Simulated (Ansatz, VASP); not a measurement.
## One calculation of Pt, two programs

The input INCAR:

```
PREC = Accurate
ENCUT = 520
EDIFF = 1E-6
ISMEAR = 0
SIGMA = 0.15
LREAL = F
LASPH = T
NELM = 80
ALGO = Fast
ISIF = 2
LWAVE = F
LCHARG = F
GGA = PS
NBANDS = 11
```

File KPOINTS:

```
regular mesh
0
Gamma
  20 20 20
```

POSCAR

```
Pt
1.0
    0.0000000000      1.9285315000      1.9285315000
    1.9579000000     -0.0293685000      1.9579000000
    1.9579000000      1.9579000000     -0.0293685000
Pt
1
Direct
    0.0000000000      0.0000000000      0.0000000000
```

Input for Ansatz:

```yaml
crystal:
  lattice:
    - [0.0, 1.9285315, 1.9285315]
    - [1.9579, -0.0293685, 1.9579]
    - [1.9579, 1.9579, -0.0293685]
  atoms:
    - { symbol: Pt, position: [0.0, 0.0, 0.0] }
basis:
  ecutwfc: 420
kpoints:
  mp_grid: { grid: [20, 20, 20] }
hamiltonian:
  xc: pbesol
scf:
  occupations: { method: gaussian, width: 0.15 }
output:
  forces: true
  stress: true
  eigenvalues: true
```

Change from the starting cell: strain -0.0300 x Voigt [0, 0, 0, 1, 0, 0], atoms carried along.

Alike in both runs: task single point; functional PBEsol; k mesh 20 × 20 × 20; occupations gaussian, width 0.15 eV; no spin polarisation.

```csv
,VASP,Ansatz
version,VASP 6.6.1,Ansatz 0.2.0
potentials or method,"VASP PAW PBE potentials, release 64 (Pt)","scalar-relativistic, plane waves, PAW"
plane-wave cutoff (eV),520,420
valence electrons in the cell,10,18
```

|  | VASP | Ansatz | Ansatz less VASP |
| --- | --- | --- | --- |
| gap on the k mesh at the Fermi level (eV) | none | none | - |
| pressure (GPa) | 0.4 | 0.9 | +0.42 |
| largest component of the traceless stress (GPa) | 2.50 | 2.47 | -0.028 |

A gap of «none» marks a metal or a gap that the smearing closes. The functional is the same, so the differences come from potentials, cutoffs and numerics. The two sets of potentials don't hold the same shells in valence.

Caveats: the PAW data sets were made with another functional, which shifts forces and pressure a little (VASP). The runs have no spin-orbit coupling, so splittings on Pt are missing.
